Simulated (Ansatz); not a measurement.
Crystal: TiO2.

```
Ti O
1.0
     4.59984    0.00000    0.00000
     0.00000    4.59984    0.00000
     0.00000    0.00000    2.95921
Ti O
2 4
Cartesian
  0.0000 0.0000 1.4796
  2.2999 2.2999 0.0000
  1.3998 1.3998 1.4796
  0.9001 3.6997 0.0000
  3.6997 0.9001 0.0000
  3.2000 3.2000 1.4796
```

The cell is a database's computed one.

```yaml
Program: Ansatz 0.2.0
Task: single point
Functional: PBE
Potentials_or_basis: Ansatz PAW
Cutoff: "420 eV (not typed: the program's choice for these potentials)"
k_mesh: 6 × 6 × 9
Occupations: fermi-dirac, width 0.05 eV
Spin: no spin polarisation
```

On this cell: pressure 4.2 GPa; largest force 0.004 eV/Å; band gap on the k mesh 1.87 eV, direct.

The same run follows on a disturbed copy (atoms moved at random, drawn with an rms of 0.05 Å):

```
Ti O
1.0
     4.59984    0.00000    0.00000
     0.00000    4.59984    0.00000
     0.00000    0.00000    2.95921
Ti O
2 4
Direct
  0.99285 0.00757 0.49742
  0.49187 0.51062 0.99653
  0.30654 0.30354 0.49639
  0.18927 0.80785 0.00486
  0.79551 0.19416 0.00703
  0.69910 0.70567 0.50990
```

Q: What does the disturbed cell give?

A: The energy moves by +5.9 meV/atom; pressure 4.1 GPa; largest force 0.851 eV/Å; band gap on the k mesh 1.80 eV, indirect (least direct gap 1.82 eV).

Forces in eV/Å, atoms in the order of the input:
```
Ti  -0.040  0.101  0.012
Ti   0.048 -0.083 -0.029
O    0.066  0.448  0.254
O    0.352 -0.228 -0.001
O    0.144  0.376 -0.087
O   -0.570 -0.615 -0.149
```

Stress tensor (GPa, compression positive):
```
 4.49  0.18 -0.31
 0.18  4.34 -0.56
-0.31 -0.56  3.58
```

Caveats: odd divisions of the mesh miss points on the zone boundary, where band edges often lie, so the gap on the mesh can be too wide.

A k mesh can miss the band edges.
